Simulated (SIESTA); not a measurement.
# TiB2 under changes of volume

One of the cells (8.552 Å³/atom); the others are scaled copies at fixed shape and fractional positions:

```
Ti B
1.0
     3.02920    0.00000    0.00000
    -1.51460    2.62336    0.00000
     0.00000    0.00000    3.22840
Ti B
1 2
Direct
  0.00000 0.00000 0.00000
  0.66667 0.33333 0.50000
  0.33333 0.66667 0.50000
```

| Item | Value |
| --- | --- |
| Program | SIESTA 5.4.2 |
| Functional | PBE |
| Potentials or basis | SG15 1.2 (PBE files) or PseudoDojo by element |
| Basis | DZP (energy shift 0.002 Ry) |
| Grid cutoff | 800 Ry |
| Energy shift | 0.002 Ry |
| k mesh | 10 × 10 × 8 |
| Occupations | fermi-dirac, width 0.05 eV |
| Spin | no spin polarisation |

```tsv
volume (Å³/atom)	energy over the lowest point (meV/atom)	pressure (GPa)
8.039	30.52	18.9
8.210	?	?
8.381	4.00	6.4
8.552	0.00	1.2
8.723	1.26	-3.5
8.894	7.42	-8.0
```

Q: What does the run at 8.210 Å³/atom give?

A: Energy over the lowest point 13.93 meV/atom; pressure 12.3 GPa.

Worked out: A Birch-Murnaghan fit of order 3 (a polynomial in V^(-2/3)) to the other rows has its minimum at 8.59 Å³/atom with B0 = V·E''(V) = 245 GPa and B' = 4.2 at fixed shape and positions, which overstates the stiffness. It gives 13.98 meV/atom at 8.210 Å³/atom, against the run's 13.93, and -dE/dV = 12.3 GPa, against 12.3.

Energies are extrapolated to zero smearing.

Caveats: semicore shells carry a single zeta, which can move pressures by several GPa and volumes by a few percent; the basis of atomic orbitals isn't converged, which shifts pressures, moduli and gaps.
